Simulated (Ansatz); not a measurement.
# TiC (Fm-3m) in Ansatz: a series of runs

The runs below take TiC through density of states, band structure, single point, equation of state, with LDA, revPBE, r2SCAN+D4.

Program: Ansatz 0.2.0. These are calculated values, not measurements. Logs are shortened: lines on timing, memory, paths and dates and some standing lists are left out, and cuts for length are marked.

## Step 1: The crystal as given

The structure is cubic, space group Fm-3m (No. 225). Conventional cell: a = 4.331 Å, b = 4.331 Å, c = 4.331 Å, α = 90.00°, β = 90.00°, γ = 90.00°. Ti (site symmetry m-3m) has 6 C at 2.17 Å as nearest neighbours. C (site symmetry m-3m) has 6 Ti at 2.17 Å as nearest neighbours.

The cell is a database's computed one.

## Step 2: Density of states, LDA

File input.yaml:

```yaml
crystal:
  lattice:
    - [0.0, 2.1657188437, 2.1657188437]
    - [2.1657188437, 0.0, 2.1657188437]
    - [2.1657188437, 2.1657188437, 0.0]
  atoms:
    - { symbol: Ti, position: [0.0, 0.0, 0.0] }
    - { symbol: C, position: [0.5, 0.5, 0.5] }
hamiltonian:
  xc: lda
  pseudopotentials: { kind: paw }
kpoints:
  mp_grid: { grid: [11, 11, 11] }
scf:
  occupations: { method: fermi_dirac, width: 0.05 }
  n_extra_bands: 6
output:
  forces: true
  stress: true
  eigenvalues: true
  dos: { projected: false, de: 0.05, nscf_kmesh: { grid: [17, 17, 17] } }
  write_density: true
  write_potential: true
  elf: true
  volumetric_format: npy
```

Potentials or basis: Ansatz PAW.

Command:

```sh
> ansatz run input.yaml --threads 2 --pin off --max-ram 5120MiB --backend cpu --events-out ev --progress --plain --runs-dir out
```

Output:

```text
Warning: RAYON_NUM_THREADS=2 ignored (pool sized by the plan → 2); use --threads N
scf.n_extra_bands = 6 over 8 filled bands (N_el = 16.0): the run solves 14 bands
Engine: ansatz 0.2.0, aarch64-unknown-linux-gnu
Pseudopotentials: kind: paw
Pseudopotential: Ti, paw, valence charge 12, recommended cutoff 420 eV (normal), Ti.paw.azcp
Pseudopotential: C, paw, valence charge 4, recommended cutoff 420 eV (normal), C.paw.azcp
Functional definition: SPW92
  exchange = slater_x
  correlation = pw_c
Crystal: 2 atoms, lattice volume = 20.316 Å³
Basis set: ecut = 420 eV, 411 PW (Γ)
Bands: 14, of which v1, the nominal top of the filled ones, is band 8 counted from 1 (7 counted from 0)
Symmetry: 48 space group operations
Space group: Fm-3m (ITA 225), of the structure as read, at distance tolerance 2.7e-5 Å
k-points: 56 of 1331
Non-local potential: Ti, projectors of the file, l = 0: 3, l = 1: 2, l = 2: 3, l = 3: 1
Non-local potential: C, projectors of the file, l = 0: 2, l = 1: 2, l = 2: 1
PAW form: soft (Blöchl's): semilocal exchange-correlation on the pseudo side does not see the compensation charge
PAW frozen core: Ti, regenerated for the run's functional, and the local potential with it (the file was generated under x = pbe(κ = 0.804, μ = 0.2195149727645171), c = pbe(β = 0.06672455060314922))
PAW frozen core: C, regenerated for the run's functional, and the local potential with it (the file was generated under x = pbe(κ = 0.804, μ = 0.2195149727645171), c = pbe(β = 0.06672455060314922))
PAW one-centre angular grid: Ti, 590 points (default); XC on 64 Gauss nodes
PAW one-centre angular grid: C, 110 points (default); XC on 64 Gauss nodes
Initial density: superposition of atomic densities (neutral atoms: chi_scale 0, normalization atom), corrected by the library's trained network
Initial wavefunctions: pseudopotential atomic-orbital guess
Functional: x = slater, c = lda
SCF iter   1: F=—  HF=-2695.142649 eV  |F-HF|=—  |Δ(HF+E_count)|=         —  Δρ=1.00e-2  dr2=2.52e-2  ethr=1.77e-3  ⟨swp⟩=4.5  Hψ=3715  notcnv=0
preconditioner: auto → none  [insulator: Δε(μ)=0.131 eV  Ē_g=9.730 eV  σ=0.050 eV  W_gap=0.57  n_scr=8 (ndim 8)  ℏωp=23.3 eV  f_vac=0.000  D(μ)=0.33/eV (n_scr^D=0)  ε∞_Penn≈6.7]
SCF iter   2: F=—  HF=-2695.138822 eV  |F-HF|=—  |Δ(HF+E_count)|=   3.83e-3  Δρ=5.34e-3  dr2=7.50e-3  ethr=1.58e-4  ⟨swp⟩=2.0  Hψ=1450  notcnv=0  defer=16
SCF iter   3: F=—  HF=-2695.137483 eV  |F-HF|=—  |Δ(HF+E_count)|=   1.34e-3  Δρ=5.71e-4  dr2=6.98e-5  ethr=4.69e-5  ⟨swp⟩=1.8  Hψ=796  notcnv=0  defer=16
SCF iter   4: F=—  HF=-2695.137462 eV  |F-HF|=—  |Δ(HF+E_count)|=   2.06e-5  Δρ=9.73e-5  dr2=5.68e-7  ethr=4.36e-7  ⟨swp⟩=2.5  Hψ=954  notcnv=0  defer=16
iter 5 did not close the SCF: its close was put off for the readings that it lacked (scf_convergence_deferred on its scf_iter line)
SCF iter   5: F=-2695.137463 eV  HF=-2695.137463 eV  |F-HF|=1.81e-8  |Δ(HF+E_count)|=   2.45e-7  Δρ=9.33e-6  dr2=2.13e-8  ethr=3.55e-9  ⟨swp⟩=1.7  Hψ=829  notcnv=0  defer=16
SCF iter   6: F=-2695.137463 eV  HF=-2695.137463 eV  |F-HF|=1.72e-10  |Δ(HF+E_count)|=   4.23e-9  Δρ=1.18e-6  dr2=2.39e-10  ethr=1.33e-10  ⟨swp⟩=7.5  Hψ=3858  notcnv=0
SCF 1 converged in 6 iterations: F = -2695.137463 eV  dr2 = 2.39e-10
NSCF: frozen V_eff on 165 k-points
SCF converged after 6 iterations
Free energy (F): -2695.137463 eV
Harris-Foulkes:  -2695.137463 eV  (|F-HF|=1.72e-10)
Internal energy: -2695.134946 eV  (E = F + TS)
E sigma→0 (E₀):  -2695.136205 eV
Entropy (-TS):   -0.002516 eV (-1.258 meV/atom)
Fermi energy:    14.428934 eV
--- Per-component energies (eV) ---
  E_band       = -112.717545
  E_kinetic    = 361.772073
  E_local      = -780.101997  (includes V_loc(G=0)·N_el)
  E_nonlocal   = 36.856696
  E_hartree    = 314.397150
  E_xc         = -146.142313
  E_vxc        = -183.281458  (∫ρ·V_xc dr)
  E_paw        = -1089.041536  (= ΣΔE_a)
  E_vpaw       = -176.757435  (= ΣTr[D̂ρ^β])
  E_aug_tail   = 0.000129  (compensation charges beyond the density's cutoff)
  E_ewald      = -1393.263931
  E_core_change = 0.388783  (= ΣΔE_core)
  E_smearing   = -0.002516  (= −TS)
  E_closure    = -0.000000  (closes the sum)
  Σ components = -2695.137463   (vs F -2695.137463, Δ=0.00e0)
--- Forces (eV/Å), atoms counted from 1 ---
  atom   1  Ti    -0.00000000    -0.00000000    -0.00000000
  atom   2  C      0.00000000    -0.00000000    -0.00000000
  max |Σ_I F_I| component: 5.52e-30 eV/Å
--- Stress (GPa, compression-positive) ---
      -12.576966       0.000000       0.000000
       -0.000000     -12.576966      -0.000000
        0.000000       0.000000     -12.576966
  P = ⅓ Tr σ = -12.5770 GPa (-125.770 kbar)
--- Band table (eV; the first three rows and the last of 56) ---
  k-point 0: bands = ["-41.5899", "-17.9259", "-17.9259", "-17.9259", "2.1489", "15.0137", "15.0137", "15.0137", "16.0653", "16.0653", "16.0653", "16.0997", "16.0997", "24.9485"]
  k-point 1: bands = ["-41.5838", "-17.9683", "-17.9298", "-17.9298", "2.3374", "14.2278", "14.5210", "14.5210", "15.3608", "15.3608", "16.4447", "17.5690", "17.5690", "25.2549"]
  k-point 2: bands = ["-41.5675", "-18.0807", "-17.9405", "-17.9405", "2.8778", "12.8153", "13.3962", "13.3962", "15.6959", "15.6959", "16.8773", "19.1188", "19.1188", "25.7513"]
  k-point 55: bands = ["-41.4879", "-18.2552", "-18.2323", "-18.0939", "5.0727", "11.0403", "11.1961", "11.9100", "16.8566", "17.2651", "17.9470", "19.6602", "19.7309", "27.9782"]
```

Wall time 1.1 s (2 threads of Arm Neoverse V2, shared host); peak memory 0.3 GiB.

What came out:

| Property | Result |
| --- | --- |
| Free energy | -2695.1375 eV |
| Pressure | -12.6 GPa |
| Band gap on the k mesh | none (metal or under the smearing width) |
| Density of states at the Fermi level | 0.26 states/eV per cell |

Levels at points of the mesh, in eV from the Fermi level:
| k point | band 4 | band 5 | band 6 | band 7 | band 8 | band 9 | band 10 | band 11 | band 12 | band 13 |
| --- | --- | --- | --- | --- | --- | --- | --- | --- | --- | --- |
| (0.00, 0.00, 0.00) | -32.35 | -12.28 | 0.58 | 0.58 | 0.58 | 1.64 | 1.64 | 1.64 | 1.67 | 1.67 |

States per cell in windows of 1 eV (zero at the Fermi level; states under -8 eV left out):
```csv
from (eV),total
-8.0,0.00
-7.0,0.00
-6.0,0.19
-5.0,0.86
-4.0,1.20
-3.0,2.40
-2.0,0.99
-1.0,0.38
0.0,0.50
1.0,0.97
2.0,2.19
3.0,2.63
4.0,0.71
5.0,1.08
6.0,1.12
7.0,0.79
```

Caveat: the pressure holds a Pulay correction of +0.4 GPa for the finite cutoff; the PAW data sets come from PBE, with cores solved anew for the run's functional, which leaves a small shift of forces and pressure.

## Step 3: Band structure, revPBE

File input.yaml:

```yaml
crystal:
  lattice:
    - [0.0, 2.1657188437, 2.1657188437]
    - [2.1657188437, 0.0, 2.1657188437]
    - [2.1657188437, 2.1657188437, 0.0]
  atoms:
    - { symbol: Ti, position: [0.0, 0.0, 0.0] }
    - { symbol: C, position: [0.5, 0.5, 0.5] }
hamiltonian:
  xc: revpbe
  pseudopotentials: { kind: paw }
kpoints:
  mp_grid: { grid: [11, 11, 11] }
  band_path:
    path:
      - [[0.0, 0.0, 0.0], [0.5, 0.0, 0.5], [0.5, 0.25, 0.75], [0.375, 0.375, 0.75], [0.0, 0.0, 0.0], [0.5, 0.5, 0.5], [0.625, 0.25, 0.625], [0.5, 0.25, 0.75], [0.5, 0.5, 0.5], [0.375, 0.375, 0.75]]
      - [[0.625, 0.25, 0.625], [0.5, 0.0, 0.5]]
    npoints: 14
scf:
  occupations: { method: fermi_dirac, width: 0.05 }
  n_extra_bands: 6
output:
  forces: true
  stress: true
  eigenvalues: true
  fatbands: true
```

Potentials or basis: Ansatz PAW.

Command:

```sh
> ansatz run input.yaml --threads 2 --pin off --max-ram 5120MiB --backend cpu --events-out ev --progress --plain --runs-dir out
```

It took 1.1 s on 2 threads of Arm Neoverse V2, shared host; peak memory 0.28 GiB.

It converged, with:

```
Free energy            : -2756.2704 eV
Pressure               : 3.6 GPa
Band gap on the k mesh : none (metal or under the smearing width)
```

Levels at the corners of the path, in eV from the Fermi level:
```csv
point,band 5,band 6,band 7,band 8,band 9,band 10,band 11,band 12
Γ,-12.51,0.64,0.64,0.64,1.61,1.61,1.61,1.65
X,-10.24,-3.51,-1.67,-0.11,-0.11,2.65,3.47,3.47
W,-9.64,-3.22,-3.22,-2.78,2.74,2.74,3.47,5.04
K,-9.72,-3.54,-3.43,-1.80,1.41,3.09,3.77,5.37
Γ,-12.51,0.64,0.64,0.64,1.61,1.61,1.61,1.65
L,-9.05,-5.91,-2.97,-2.97,2.87,2.87,4.05,8.10
U,-9.72,-3.54,-3.43,-1.80,1.41,3.09,3.77,5.37
W,-9.64,-3.22,-3.22,-2.78,2.74,2.74,3.47,5.04
L,-9.05,-5.91,-2.97,-2.97,2.87,2.87,4.05,8.10
K,-9.72,-3.54,-3.43,-1.80,1.41,3.09,3.77,5.37
U,-9.72,-3.54,-3.43,-1.80,1.41,3.09,3.77,5.37
X,-10.24,-3.51,-1.67,-0.11,-0.11,2.65,3.47,3.47
```

Caveat: the PAW data sets come from PBE, with cores solved anew for the run's functional, which leaves a small shift of forces and pressure.

## Step 4: Single point, r2SCAN+D4, 9.55 Å³/atom (volume scaled by 0.94)

File input.yaml:

```yaml
crystal:
  lattice:
    - [0.0, 2.1215080947, 2.1215080947]
    - [2.1215080947, 0.0, 2.1215080947]
    - [2.1215080947, 2.1215080947, 0.0]
  atoms:
    - { symbol: Ti, position: [0.0, 0.0, 0.0] }
    - { symbol: C, position: [0.5, 0.5, 0.5] }
hamiltonian:
  xc: r2scan
  pseudopotentials: { kind: paw }
  dispersion: d4
kpoints:
  mp_grid: { grid: [11, 11, 11] }
scf:
  occupations: { method: fermi_dirac, width: 0.05 }
output:
  forces: true
  stress: true
  eigenvalues: true
  write_density: true
  write_potential: true
  elf: true
  volumetric_format: npy
```

Command:

```sh
> ansatz run input.yaml --threads 2 --pin off --max-ram 5120MiB --backend cpu --events-out ev --progress --plain --runs-dir out
```

Wall time 1.6 s (2 threads of Arm Neoverse V2, shared host); peak memory 0.35 GiB.

It converged, with:

* Free energy: -2758.1744 eV
* Pressure: 15.5 GPa
* Band gap on the k mesh: none (metal or under the smearing width)

Caveat: pairwise dispersion overbinds metals, which lowers pressure and volume; the PAW data sets come from PBE, with cores solved anew for the run's functional, which leaves a small shift of forces and pressure.

## Step 5: Single point, r2SCAN+D4, 9.75 Å³/atom (volume scaled by 0.96)

File input.yaml:

```yaml
crystal:
  lattice:
    - [0.0, 2.1364487848, 2.1364487848]
    - [2.1364487848, 0.0, 2.1364487848]
    - [2.1364487848, 2.1364487848, 0.0]
  atoms:
    - { symbol: Ti, position: [0.0, 0.0, 0.0] }
    - { symbol: C, position: [0.5, 0.5, 0.5] }
hamiltonian:
  xc: r2scan
  pseudopotentials: { kind: paw }
  dispersion: d4
kpoints:
  mp_grid: { grid: [11, 11, 11] }
scf:
  occupations: { method: fermi_dirac, width: 0.05 }
output:
  forces: true
  stress: true
  eigenvalues: true
```

Command:

```sh
> ansatz run input.yaml --threads 2 --pin off --max-ram 5120MiB --backend cpu --events-out ev --progress --plain --runs-dir out
```

Wall time 1.3 s (2 threads of Arm Neoverse V2, shared host); peak memory 0.35 GiB.

The run converged. Its results:

```yaml
Free_energy: -2758.2053 eV
Pressure: 9.0 GPa
Band_gap_on_the_k_mesh: none (metal or under the smearing width)
```

Caveat: pairwise dispersion overbinds metals, which lowers pressure and volume; the PAW data sets come from PBE, with cores solved anew for the run's functional, which leaves a small shift of forces and pressure.

## Step 6: Single point, r2SCAN+D4, 9.95 Å³/atom (volume scaled by 0.98)

Changes to input.yaml since step 5:

```diff
@@ -2,5 +2,5 @@
   lattice:
-    - [0.0, 2.1364487848, 2.1364487848]
-    - [2.1364487848, 0.0, 2.1364487848]
-    - [2.1364487848, 2.1364487848, 0.0]
+    - [0.0, 2.1511833799, 2.1511833799]
+    - [2.1511833799, 0.0, 2.1511833799]
+    - [2.1511833799, 2.1511833799, 0.0]
   atoms:
```

Potentials or basis: Ansatz PAW.

Command:

```sh
> ansatz run input.yaml --threads 2 --pin off --max-ram 5120MiB --backend cpu --events-out ev --progress --plain --runs-dir out
```

Run time: 1.3 s. Hardware: 2 threads of Arm Neoverse V2, shared host; peak memory 0.35 GiB.

It converged, with:

- Free energy: -2758.2204 eV
- Pressure: 3.0 GPa
- Band gap on the k mesh: none (metal or under the smearing width)

Caveat: pairwise dispersion overbinds metals, which lowers pressure and volume; the PAW data sets come from PBE, with cores solved anew for the run's functional, which leaves a small shift of forces and pressure.

## Step 7: Single point, r2SCAN+D4, 10.16 Å³/atom

Changes to input.yaml since step 6:

```diff
@@ -2,5 +2,5 @@
   lattice:
-    - [0.0, 2.1511833799, 2.1511833799]
-    - [2.1511833799, 0.0, 2.1511833799]
-    - [2.1511833799, 2.1511833799, 0.0]
+    - [0.0, 2.1657188437, 2.1657188437]
+    - [2.1657188437, 0.0, 2.1657188437]
+    - [2.1657188437, 2.1657188437, 0.0]
   atoms:
@@ -20 +20,5 @@
   eigenvalues: true
+  write_density: true
+  write_potential: true
+  elf: true
+  volumetric_format: npy
```

Command:

```sh
> ansatz run input.yaml --threads 2 --pin off --max-ram 5120MiB --backend cpu --events-out ev --progress --plain --runs-dir out
```

Wall time 1.4 s (2 threads of Arm Neoverse V2, shared host); peak memory 0.35 GiB.

It converged, with:

```yaml
Free_energy: -2758.2211 eV
Pressure: -2.4 GPa
Band_gap_on_the_k_mesh: none (metal or under the smearing width)
```

Caveat: pairwise dispersion overbinds metals, which lowers pressure and volume; the PAW data sets come from PBE, with cores solved anew for the run's functional, which leaves a small shift of forces and pressure.

## Step 8: Single point, r2SCAN+D4, 10.36 Å³/atom (volume scaled by 1.02)

Changes to input.yaml since step 7:

```diff
@@ -2,5 +2,5 @@
   lattice:
-    - [0.0, 2.1657188437, 2.1657188437]
-    - [2.1657188437, 0.0, 2.1657188437]
-    - [2.1657188437, 2.1657188437, 0.0]
+    - [0.0, 2.1800617706, 2.1800617706]
+    - [2.1800617706, 0.0, 2.1800617706]
+    - [2.1800617706, 2.1800617706, 0.0]
   atoms:
```

Command:

```sh
> ansatz run input.yaml --threads 2 --pin off --max-ram 5120MiB --backend cpu --events-out ev --progress --plain --runs-dir out
```

Run time: 1.5 s. Hardware: 2 threads of Arm Neoverse V2, shared host; peak memory 0.35 GiB.

The run converged. Its results:

| Item | Value |
| --- | --- |
| Free energy | -2758.2087 eV |
| Pressure | -7.3 GPa |
| Band gap on the k mesh | none (metal or under the smearing width) |

Caveat: pairwise dispersion overbinds metals, which lowers pressure and volume; the PAW data sets come from PBE, with cores solved anew for the run's functional, which leaves a small shift of forces and pressure.

## Step 9: Single point, r2SCAN+D4, 10.56 Å³/atom (volume scaled by 1.04)

File input.yaml:

```yaml
crystal:
  lattice:
    - [0.0, 2.1942184125, 2.1942184125]
    - [2.1942184125, 0.0, 2.1942184125]
    - [2.1942184125, 2.1942184125, 0.0]
  atoms:
    - { symbol: Ti, position: [0.0, 0.0, 0.0] }
    - { symbol: C, position: [0.5, 0.5, 0.5] }
hamiltonian:
  xc: r2scan
  pseudopotentials: { kind: paw }
  dispersion: d4
kpoints:
  mp_grid: { grid: [11, 11, 11] }
scf:
  occupations: { method: fermi_dirac, width: 0.05 }
output:
  forces: true
  stress: true
  eigenvalues: true
```

Potentials or basis: Ansatz PAW.

Command:

```sh
> ansatz run input.yaml --threads 2 --pin off --max-ram 5120MiB --backend cpu --events-out ev --progress --plain --runs-dir out
```

Run time: 1.5 s. Hardware: 2 threads of Arm Neoverse V2, shared host; peak memory 0.35 GiB.

The run converged. Its results:

- Free energy: -2758.1846 eV
- Pressure: -11.7 GPa
- Band gap on the k mesh: none (metal or under the smearing width)

Caveat: pairwise dispersion overbinds metals, which lowers pressure and volume; the PAW data sets come from PBE, with cores solved anew for the run's functional, which leaves a small shift of forces and pressure.

## Step 10: Single point, r2SCAN+D4, 10.77 Å³/atom (volume scaled by 1.06)

Changes to input.yaml since step 9:

```diff
@@ -2,5 +2,5 @@
   lattice:
-    - [0.0, 2.1942184125, 2.1942184125]
-    - [2.1942184125, 0.0, 2.1942184125]
-    - [2.1942184125, 2.1942184125, 0.0]
+    - [0.0, 2.2081947028, 2.2081947028]
+    - [2.2081947028, 0.0, 2.2081947028]
+    - [2.2081947028, 2.2081947028, 0.0]
   atoms:
```

Command:

```sh
> ansatz run input.yaml --threads 2 --pin off --max-ram 5120MiB --backend cpu --events-out ev --progress --plain --runs-dir out
```

It took 1.3 s on 2 threads of Arm Neoverse V2, shared host; peak memory 0.35 GiB.

The run converged. Its results:

```yaml
Free_energy: -2758.1499 eV
Pressure: -15.7 GPa
Band_gap_on_the_k_mesh: none (metal or under the smearing width)
```

Caveat: pairwise dispersion overbinds metals, which lowers pressure and volume; the PAW data sets come from PBE, with cores solved anew for the run's functional, which leaves a small shift of forces and pressure.

## Step 11: Equation of state, r2SCAN+D4

No new run: the results of the series are fitted here.

Results:

```yaml
Equilibrium_volume: 10.07 Å³/atom
Bulk_modulus: 266 GPa
Pressure_derivative_of_the_bulk_modulus: 4.0
```

Energy against volume, from the lowest point:
| volume (Å³/atom) | energy (meV/atom) |
| --- | --- |
| 9.548 | 23.32 |
| 9.752 | 7.85 |
| 9.955 | 0.34 |
| 10.158 | 0.00 |
| 10.361 | 6.17 |
| 10.564 | 18.21 |
| 10.767 | 35.58 |

Caveat: the PAW data sets were made with another functional, which shifts forces and pressure a little.

## Step 12: The runs side by side

| task | level | cutoff (eV) | points for each segment of the path | gap on the mesh (eV) | pressure (GPa) |
| --- | --- | --- | --- | --- | --- |
| density of states | LDA | 420 | - | none | -12.6 |
| band structure | revPBE | 420 | 14 | none | 3.6 |
| equation of state | r2SCAN+D4 | 500 | - | - | - |

Alike in all rows: potentials or basis Ansatz PAW; no spin polarisation; cell as given; k mesh 11 × 11 × 11; smearing fermi-dirac 0.05 eV.

Caveats: the PAW data sets come from PBE, with cores solved anew for the run's functional, which leaves a small shift of forces and pressure (some runs); the PAW data sets were made with another functional, which shifts forces and pressure a little (some runs).

Total energies depend on the potentials used, so only differences within one code and one set of settings carry meaning.
